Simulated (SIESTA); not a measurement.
# Rb in SIESTA: convergence with EnergyShift

Input of the first run (EnergyShift 0.05); the others differ in this setting and in those tied to it:

File Rb.fdf:

```
SystemName                      Rb
SystemLabel                     Rb
NumberOfSpecies                 1
NumberOfAtoms                   4
%block ChemicalSpeciesLabel
  1  37 Rb
%endblock ChemicalSpeciesLabel

LatticeConstant                 1.0 Ang
%block LatticeVectors
     5.4616903910     0.0000000000     0.0000000000
     0.0000000000     5.9090237230     0.0000000000
     0.0000000000     0.0000000000    23.8635355845
%endblock LatticeVectors
AtomicCoordinatesFormat         Fractional
%block AtomicCoordinatesAndAtomicSpecies
     0.5000000000     0.5000000000     0.3142870416  1  Rb
     0.0000000000     0.0000000000     0.4380956805  1  Rb
     0.5000000000     0.5000000000     0.5619043195  1  Rb
     0.0000000000     0.0000000000     0.6857129584  1  Rb
%endblock AtomicCoordinatesAndAtomicSpecies

%block kgrid.MonkhorstPack
    4   0   0  0.0
    0   4   0  0.0
    0   0   1  0.0
%endblock kgrid.MonkhorstPack
XC.Functional                   GGA
XC.Authors                      PBE
PAO.BasisSize                   DZP
PAO.EnergyShift                 0.05 Ry
Mesh.Cutoff                     500 Ry
OccupationFunction              FD
ElectronicTemperature           0.05 eV
Slab.DipoleCorrection           vacuum
MaxSCFIterations                120
SCF.MustConverge                false
SCF.Mixer.Method                Pulay
SCF.Mixer.Weight                0.25
SCF.Mixer.History               8
SCF.DM.Tolerance                5.0e-05
SCF.H.Tolerance                 1.0e-03 eV
WriteForces                     true
Charge.Mulliken                 end
%block PAO.Basis
  Rb 5
  n=4 0 2
    3.176 0.000
  n=5 0 2
    7.937 0.000
  n=4 1 2
    3.714 0.000
  n=5 1 1
    7.937
  n=4 2 1
    7.000
%endblock PAO.Basis
```

Potentials or basis: PseudoDojo 0.4 standard (PBE files), DZP (energy shift 0.05 Ry; two zetas on semicore shells; d shell added on Rb).

Run with:

```console
$ siesta < Rb.fdf > Rb.out 2>&1
```

The slab is cut from a database's or a generator's crystal, which needn't be the stable form of the element.

Hardware: 1 thread of Arm Neoverse N1 (shared host).

**Question.** The values tried are 0.05, 0.03, 0.02, 0.01, 0.005, 0.003, 0.002, 0.001, loosest first. From which on does the largest force stay within 0.005 eV/Å of the tightest run that finished?

**Answer.** From 0.005 on.

```
EnergyShift  energy less the tightest run, at zero smearing (meV/atom)  largest force (eV/Å)  SCF cycles  CPU time (s)  peak memory (GiB)
       0.05                                                    3253.78                 0.284          11            56               0.41
       0.03                                                    1845.65                 0.144          11            64               0.44
       0.02                                                    1157.66                 0.094          10            68               0.47
       0.01                                                     504.35                 0.072          10            73               0.48
      0.005                                                     210.97                 0.069          10            73               0.49
      0.003                                                     102.38                 0.066          10            74               0.49
      0.002                                                      51.47                 0.066          10            75               0.49
      0.001                                                       0.00                 0.066          10            76                0.5
```

Not settled before the last step: the energy (to 1 meV/atom). The tightest run that finished is the yardstick and may itself not be fully converged.
